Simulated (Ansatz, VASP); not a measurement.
Given: the input of a run of VASP 6.6.1 on MgB2.

The input INCAR:

```
SYSTEM = MgB2
PREC = Accurate
ENCUT = 600
EDIFF = 1E-7
ISMEAR = -1
SIGMA = 0.05
LREAL = .FALSE.
LASPH = .TRUE.
NELM = 80
ALGO = Normal
ISIF = 3
LWAVE = .FALSE.
LCHARG = .FALSE.
GGA = PE
IBRION = 2
NSW = 60
EDIFFG = -0.01
```

Contents of KPOINTS:

```
Automatic mesh
0
G
  10 10 8
  0 0 0
```

File POSCAR:

```
MgB2
1.0
    3.0850000000      0.0000000000      0.0000000000
   -1.5425000000      2.6716883707      0.0000000000
    0.0000000000      0.0000000000      3.5230000000
Mg B
1 2
Direct
    0.0000000000      0.0000000000      0.0000000000
    0.6666666667      0.3333333333      0.5000000000
    0.3333333333      0.6666666667      0.5000000000
```

Potentials or basis: VASP PAW PBE potentials, release 64 (Mg, B).

Run with:

```sh
$ cat potpaw_PBE.64/Mg/POTCAR potpaw_PBE.64/B/POTCAR > POTCAR
$ mpirun -np 1 vasp_std > vasp.out
```

Q: Translate it to Ansatz 0.2.0. Potentials there: Ansatz PAW.

A: As run (the cutoff follows the program's own potentials):

The input input.yaml:

```yaml
crystal:
  lattice:
    - [3.085, 0.0, 0.0]
    - [-1.5425, 2.6716883707, 0.0]
    - [0.0, 0.0, 3.523]
  atoms:
    - { symbol: Mg, position: [0.0, 0.0, 0.0] }
    - { symbol: B, position: [0.6666666667, 0.3333333333, 0.5] }
    - { symbol: B, position: [0.3333333333, 0.6666666667, 0.5] }
hamiltonian:
  xc: pbe
  pseudopotentials: { kind: paw }
kpoints:
  mp_grid: { grid: [10, 10, 8] }
scf:
  occupations: { method: fermi_dirac, width: 0.05 }
output:
  forces: true
  stress: true
  eigenvalues: true
relax:
  f_tol: 0.01
  max_steps: 40
  cell: { stress_tol: 0.05 }
```

Potentials or basis: Ansatz PAW.

Run with:

```console
$ ansatz run input.yaml --threads 2 --pin off --max-ram 5632MiB --backend cpu --events-out ev --progress --plain --runs-dir out
```

Both were run:

|  | VASP | Ansatz | Ansatz less VASP |
| --- | --- | --- | --- |
| gap on the k mesh at the Fermi level, each at its own relaxed structure (eV) | none | none | - |
| relaxed volume (Å³/atom) | 9.60 | 9.62 | +0.018 |
| relaxed cell length with the largest relative difference (Å) | 3.509 | 3.512 | +0.0032 |

A gap of «none» marks a metal or a gap that the smearing closes. The two sets of potentials don't hold the same shells in valence.

Caveats: the plane-wave basis is chosen anew once the cell has moved, so the energies of steps on either side of that aren't comparable (Ansatz).
